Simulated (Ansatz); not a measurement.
ZrC:

```
CELL_PARAMETERS angstrom
3.39148 0.00000 0.00000
-1.69574 2.93710 0.00000
0.00000 0.00000 5.29005
ATOMIC_POSITIONS crystal
Zr 0.66667 0.33333 0.75000
Zr 0.33333 0.66667 0.25000
C 0.00000 0.00000 0.50000
C 0.00000 0.00000 0.00000
```

The cell comes from a database or a generator and needn't be the stable form of this composition.

Base run:

| Property | Result |
| --- | --- |
| Program | Ansatz 0.2.0 |
| Functional | r2SCAN |
| Potentials or basis | Ansatz PAW |
| Cutoff | 500 eV (not typed: the program's choice for these potentials) |
| k mesh | 9 × 9 × 5 |
| Occupations | fermi-dirac, width 0.05 eV |
| Spin | no spin polarisation |

Its results: band gap on the k mesh none (metal or under the smearing width); pressure -2.3 GPa.

The run is repeated on the same cell with these changes: functional from r2SCAN to LDA; cutoff from 500 eV (not typed: the program's choice for these potentials) to 420 eV (not typed: the program's choice for these potentials). What comes out?

Band gap on the k mesh none (metal or under the smearing width); pressure -11.8 GPa.

Caveats: the PAW data sets come from PBE, with cores solved anew for the run's functional, which leaves a small shift of forces and pressure.
